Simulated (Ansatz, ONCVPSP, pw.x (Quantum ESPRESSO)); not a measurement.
Hf (diamond): variants of one ONCV potential in the solid

ONCVPSP 4.0.1.1 (patched build) input, shortened (lines: element, Z, core and valence counts, functional; n l f; lmax; l rc ep ncon nbas qcut; lloc lpopt rc5 dvloc0; l nproj debl; icmod fcfact rcfact), PBE, scalar-relativistic:

```
  Hf 72.00   10    5        4      upf
    1    0    2.00
    2    0    2.00
    2    1    6.00
    3    0    2.00
    3    1    6.00
    3    2   10.00
    4    0    2.00
    4    1    6.00
    4    2   10.00
    4    3   14.00
    5    0    2.00
    5    1    6.00
    5    2    2.00
    6    0    1.50
    6    1    0.50
    3
    0    2.20    0.00    4    7    7.20
    1    2.00    0.00    5    9    8.20
    2    3.15    0.00    4    9    5.90
    3    2.80    0.45    3    6    4.30
    4    5    1.75    6.00
    0    3    0.70
    1    2    2.40
    2    1    1.00
    3    2    3.80
    3    2.25    1.05
```

Crystal test: diamond Hf in pw.x 7.5, no spin, 8³ k-points, Fermi–Dirac smearing 0.01 Ry, cutoffs set for each file from its atomic test. The reference is all-electron LAPW (Ansatz 0.2.0) with the same functional, mesh and smearing; V0 and B0 come from Birch–Murnaghan fits to the pressures at five volumes. Errors are pseudo minus all-electron; Δ is the rms difference of the E(V) curves that follow from these fits, minima aligned, over ±6 % about the mean V0. Mesh and smearing are coarse, so the numbers serve the comparison and aren't converged zero-temperature values; the lattice is a test structure that the element need not adopt.

All-electron: a0 = 6.558 Å (V0 = 35.25 Å³/atom), B0 = 29.4 GPa.

Base: The largest radius (3.15 bohr) exceeds half the bond length (2.68 bohr), so the spheres overlap, which is one possible source of error among others.

3 further variants are left out: they gave no file fit for a test, a broken result, the same result as the base, or pressures whose basis-set error rivals the error shown.

| change | cutoffs (Ry) | pw.x | a0 (Å) | a0 error (%) | B0 error (%) | Δ (meV/atom) | mean pressure error (GPa) |
| --- | --- | --- | --- | --- | --- | --- | --- |
| base | 60/240 | converged | 6.576 | +0.28 | +2.1 | 1.9 | +0.26 |
| s: qcut 6.4; p: qcut 7.3; d: qcut 5.3; f: qcut 3.8 | 50/200 | converged | 6.580 | +0.34 | +2.3 | 2.4 | +0.31 |

Q: Give the row for: s: qcut 5; p: qcut 5.7; d: qcut 4.1; f: qcut 3.

A: pw.x: converged; mean pressure error (GPa): +0.54; a0 (Å): 6.596; a0 error (%): +0.58; B0 error (%): +3.3; Δ (meV/atom): 4.0.
